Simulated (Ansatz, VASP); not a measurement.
## GaN in VASP and in Ansatz

```xyz
8
Lattice="3.1625 0.0000 0.0000 0.0000 5.1452 0.0000 0.0000 0.0000 5.6379" Properties=species:S:1:pos:R:3 pbc="T T T"
Ga    1.5812    0.0061   -0.0044
Ga    3.1625    2.5787    0.9440
Ga    3.1625    0.0061    2.8146
Ga    1.5812    2.5787    3.7630
N     1.5812    3.1993   -0.0159
N     3.1625    0.6267    0.9555
N     3.1625    3.1993    2.8031
N     1.5812    0.6267    3.7745
```

Alike in both runs: functional PBE; k mesh 8 × 6 × 6; occupations gaussian, width 0.02 eV; no spin polarisation.

Ansatz relaxed the structure, and its values are those at the end. VASP's run is a single point on that final structure, the one shown.

|  | VASP | Ansatz |
| --- | --- | --- |
| version | VASP 6.6.1 | Ansatz 0.2.0 |
| potentials or method | VASP PAW PBE potentials, release 64 (Ga_d, N) | scalar-relativistic, plane waves, PAW |
| plane-wave cutoff (eV) | 520 | 420 |
| valence electrons in the cell | 72 | 72 |

```csv
,VASP,Ansatz,Ansatz less VASP
gap on the k mesh at the Fermi level (eV),1.84,1.84,-0.005
least direct gap on the mesh (eV),1.84,1.84,-0.005
pressure (GPa),4.6,4.6,-0.02
```

Ansatz warned: «structure_snapped_to_symmetry».

A hybrid or GW would open this gap; PBE tends to underestimate it.
